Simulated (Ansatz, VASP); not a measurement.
AlO2: VASP beside Ansatz

Contents of INCAR:

```
PREC = Accurate ; ENCUT = 520
EDIFF = 1E-7 ; ISMEAR = -1
SIGMA = 0.05 ; LREAL = F
LASPH = T ; NELM = 80
ALGO = Normal ; ISIF = 2
LWAVE = F ; LCHARG = F
GGA = PS ; NBANDS = 24
KPAR = 2
```

KPOINTS

```
regular mesh
0
Gamma
  9 9 7
```

File POSCAR:

```
AlO2
1.0
    1.4680492372     -5.3298127921      0.0000000000
    1.4680492372      5.3298127921      0.0000000000
    0.0000000000      0.0000000000      3.5973274179
Al O
2 4
Direct
    0.6681330000      0.3318670000      0.7500000000
    0.3318670000      0.6681330000      0.2500000000
    0.0610720000      0.9389280000      0.7500000000
    0.9389280000      0.0610720000      0.2500000000
    0.2941840000      0.7058160000      0.7500000000
    0.7058160000      0.2941840000      0.2500000000
```

Contents of input.yaml:

```yaml
crystal:
  lattice:
    - [1.4680492372, -5.3298127921, 0.0]
    - [1.4680492372, 5.3298127921, 0.0]
    - [0.0, 0.0, 3.5973274179]
  atoms:
    - { symbol: Al, position: [0.668133, 0.331867, 0.75] }
    - { symbol: Al, position: [0.331867, 0.668133, 0.25] }
    - { symbol: O, position: [0.061072, 0.938928, 0.75] }
    - { symbol: O, position: [0.938928, 0.061072, 0.25] }
    - { symbol: O, position: [0.294184, 0.705816, 0.75] }
    - { symbol: O, position: [0.705816, 0.294184, 0.25] }
hamiltonian:
  xc: pbesol
  pseudopotentials: { kind: paw }
kpoints:
  mp_grid: { grid: [9, 9, 7] }
scf:
  occupations: { method: fermi_dirac, width: 0.05 }
output:
  forces: true
  stress: true
  eigenvalues: true
  write_density: true
  write_potential: true
  elf: true
  volumetric_format: npy
```

Change from the starting cell: volume scaled by 0.96.

Alike in both runs: task single point; functional PBEsol; k mesh 9 × 9 × 7; occupations fermi-dirac, width 0.05 eV; no spin polarisation.

|  | VASP | Ansatz |
| --- | --- | --- |
| version | VASP 6.6.1 | Ansatz 0.2.0 |
| potentials or method | VASP PAW PBE potentials, release 64 (Al, O) | Ansatz PAW |
| plane-wave cutoff (eV) | 520 | 420 |
| valence electrons in the cell | 30 | 30 |

Ansatz gave:

```
gap on the k mesh at the Fermi level (eV)       : none
pressure (GPa)                                  : 1.6
largest component of the traceless stress (GPa) : 2.03
rms of the force components (eV/Å)              : 0.355
```

Problem. Estimate VASP's values.

Solution. gap on the k mesh at the Fermi level (eV): none; pressure (GPa): 1.6; largest component of the traceless stress (GPa): 2.15; rms of the force components (eV/Å): 0.361.

Atom by atom the forces differ by 0.007 eV/Å (rms over components). A gap of «none» marks a metal or a gap that the smearing closes. With one functional, cell and mesh, what is left measures potentials, basis and numerics.

Caveats: the PAW data sets were made with another functional, which shifts forces and pressure a little (VASP); the pressure holds a Pulay correction of +1.0 GPa for the finite cutoff (Ansatz); the PAW data sets come from PBE, with cores solved anew for the run's functional, which leaves a small shift of forces and pressure (Ansatz); forces of over 1 eV/Å show positions far from the minimum, so gaps and moduli don't describe the material at rest (Ansatz).
